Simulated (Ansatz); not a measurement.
A plane-wave DFT run in Ansatz 0.2.0 (scalar-relativistic PAW potentials unless the input names others): input and command.

```yaml
crystal:
  lattice:
    - [0.0, 3.2250958134, 3.2250958134]
    - [3.2250958134, 0.0, 3.2250958134]
    - [3.2250958134, 3.2250958134, 0.0]
  atoms:
    - { symbol: Ag, position: [0.0, 0.0, 0.0] }
    - { symbol: I, position: [0.75, 0.75, 0.75] }
basis:
  ecutwfc: 420
kpoints:
  mp_grid: { grid: [8, 8, 8] }
hamiltonian:
  xc: pbesol
scf:
  occupations: { method: fixed }
  convergence: { dr2_threshold: 1.0e-16 }
  max_iter: 80
output:
  forces: true
  eigenvalues: true
  stress: true
relax:
  adjacent_minimum: "off"
  f_tol: 0.001
  max_steps: 60
  cell: { stress_tol: 0.01 }
```

```bash
ansatz run input.yaml --threads 1 --pin off --max-ram 1228MiB --backend cpu --events-out ev --progress --plain --runs-dir out
```

Abridged log:
```
Basis set: ecut = 420 eV, 1363 PW (Γ), exchange–correlation on 64×64×64 points (8 copies of the dense FFT grid, shifted against one another)
Bands: 22, of which v1, the nominal top of the filled ones, is band 18 counted from 1 (17 counted from 0)
Symmetry: 24 space group operations
k-points: 29 of 512 (time reversal used)
SCF iter   1: F=—  HF=-14954.923705 eV  |F-HF|=—  |Δ(HF+E_count)|=         —  Δρ=4.43e-3  dr2=1.35e-2  ethr=1.77e-3  ⟨swp⟩=5.2  Hψ=2587  notcnv=0  defer=54
SCF iter   2: F=—  HF=-14954.920043 eV  |F-HF|=—  |Δ(HF+E_count)|=   3.66e-3  Δρ=1.78e-3  dr2=1.53e-3  ethr=3.75e-5  ⟨swp⟩=2.7  Hψ=1431  notcnv=0  defer=57
SCF iter   3: F=—  HF=-14954.919837 eV  |F-HF|=—  |Δ(HF+E_count)|=   2.06e-4  Δρ=7.63e-4  dr2=2.68e-4  ethr=4.24e-6  ⟨swp⟩=2.2  Hψ=1198  notcnv=0  defer=54
SCF iter   4: F=—  HF=-14954.919866 eV  |F-HF|=—  |Δ(HF+E_count)|=   2.90e-5  Δρ=3.19e-4  dr2=3.64e-5  ethr=7.45e-7  ⟨swp⟩=2.0  Hψ=909  notcnv=0  defer=54
SCF iter   5: F=—  HF=-14954.919893 eV  |F-HF|=—  |Δ(HF+E_count)|=   2.66e-5  Δρ=4.95e-5  dr2=1.06e-6  ethr=1.01e-7  ⟨swp⟩=2.0  Hψ=930  notcnv=0  defer=54
SCF iter   6: F=—  HF=-14954.919902 eV  |F-HF|=—  |Δ(HF+E_count)|=   9.19e-6  Δρ=6.16e-6  dr2=2.17e-8  ethr=2.95e-9  ⟨swp⟩=2.0  Hψ=899  notcnv=0  defer=54
SCF iter   7: F=—  HF=-14954.919902 eV  |F-HF|=—  |Δ(HF+E_count)|=   6.31e-8  Δρ=8.55e-7  dr2=5.35e-10  ethr=6.02e-11  ⟨swp⟩=2.0  Hψ=899  notcnv=0  defer=54
SCF iter   8: F=—  HF=-14954.919902 eV  |F-HF|=—  |Δ(HF+E_count)|=  5.48e-10  Δρ=1.34e-7  dr2=9.56e-12  ethr=1.49e-12  ⟨swp⟩=2.0  Hψ=893  notcnv=0  defer=54
   ...
SCF 1 converged in 11 iterations: F = -14954.919902 eV  dr2 = 1.12e-17
   ...
SCF iter   4: F=—  HF=-14954.919902 eV  |F-HF|=—  |Δ(HF+E_count)|=  1.42e-10  Δρ=6.63e-7  dr2=3.75e-10  ethr=2.26e-12  ⟨swp⟩=1.0  Hψ=638  notcnv=0  defer=54
SCF iter   5: F=—  HF=-14954.919902 eV  |F-HF|=—  |Δ(HF+E_count)|=  6.55e-11  Δρ=4.28e-7  dr2=1.48e-10  ethr=1.04e-12  ⟨swp⟩=1.0  Hψ=638  notcnv=0  defer=54
SCF iter   6: F=—  HF=-14954.919902 eV  |F-HF|=—  |Δ(HF+E_count)|=  1.64e-11  Δρ=3.23e-7  dr2=8.40e-11  ethr=4.12e-13 (applied; sched 1.00e-12)  ⟨swp⟩=1.0  Hψ=638  notcnv=0  defer=54
SCF iter   7: F=—  HF=-14954.919902 eV  |F-HF|=—  |Δ(HF+E_count)|=  1.09e-11  Δρ=2.08e-7  dr2=3.52e-11  ethr=2.33e-13 (applied; sched 1.00e-12)  ⟨swp⟩=1.0  Hψ=638  notcnv=0  defer=54
SCF iter   8: F=—  HF=-14954.919902 eV  |F-HF|=—  |Δ(HF+E_count)|=  9.09e-12  Δρ=6.84e-8  dr2=3.74e-12  ethr=9.77e-14 (applied; sched 1.00e-12)  ⟨swp⟩=2.2  Hψ=817  notcnv=0  defer=54
SCF iter   9: F=—  HF=-14954.919902 eV  |F-HF|=—  |Δ(HF+E_count)|=    0.00e0  Δρ=3.09e-8  dr2=7.64e-13  ethr=1.04e-14 (applied; sched 1.00e-12)  ⟨swp⟩=2.2  Hψ=804  notcnv=0  defer=54
SCF iter  10: F=—  HF=-14954.919902 eV  |F-HF|=—  |Δ(HF+E_count)|=  1.82e-12  Δρ=6.08e-10  dr2=4.31e-16  ethr=2.12e-15 (applied; sched 1.00e-12)  ⟨swp⟩=2.0  Hψ=890  notcnv=0  defer=54
SCF iter  11: F=-14954.919902 eV  HF=-14954.919902 eV  |F-HF|=3.64e-12  |Δ(HF+E_count)|=  1.82e-12  Δρ=3.74e-10  dr2=5.31e-17  ethr=1.00e-12  ⟨swp⟩=7.5  Hψ=2536  notcnv=0
SCF 2 converged in 11 iterations: F = -14954.919902 eV  dr2 = 5.31e-17
SCF converged after 11 iterations
Free energy (F): -14954.919902 eV
Harris-Foulkes:  -14954.919902 eV  (|F-HF|=3.64e-12)
Internal energy: -14954.919902 eV  (E = F + TS)
E sigma→0 (E₀):  -14954.919902 eV
Fermi energy:    6.986252 eV
--- Forces (eV/Å), atoms counted from 1 ---
  atom   1  Ag     0.00000000     0.00000000     0.00000000
  atom   2  I      0.00000000     0.00000000     0.00000000
--- Stress (GPa, compression-positive) ---
       -0.000108       0.000000       0.000000
        0.000000      -0.000108       0.000000
        0.000000       0.000000      -0.000108
  P = ⅓ Tr σ = -0.0001 GPa (-0.001 kbar)
--- Relaxed structure (1 steps of the walk, 1 accepted, 1 SCFs on fresh bases) ---
  F+E_penalty+E_count = -14954.91990201 eV   max|allowed force component| = 4.857e-17 eV/Å   (the final SCF, on the basis selected at the relaxed cell)
  cell:  # Å, volume = 67.0900 Å³
    - [0.0, 3.2250958134, 3.2250958134]
    - [3.2250958134, 0.0, 3.2250958134]
    - [3.2250958134, 3.2250958134, 0.0]
  atoms:
    - { symbol: Ag, position: [0.0, 0.0, 0.0] }
    - { symbol: I, position: [0.75000000, 0.75000000, 0.75000000] }
```

One setting here is needlessly strict: a threshold far tighter than needed (scf.convergence.dr2_threshold: not typed → 1e-16). It leaves the result as it was and can only cost iterations: the run converged in 22 SCF iterations over all its steps (reference: 13) with an energy at zero smearing within 0.01 meV/atom of the reference's, a relaxed volume of 33.55 Å³/atom, pressure 0.00 GPa, largest force 0.000 eV/Å, gap on the mesh 1.20 eV. A reference run from the same start on usual settings converged, and the end of its own relaxation has a relaxed volume of 33.55 Å³/atom, pressure 0.00 GPa, largest force 0.000 eV/Å, gap on the mesh 1.20 eV.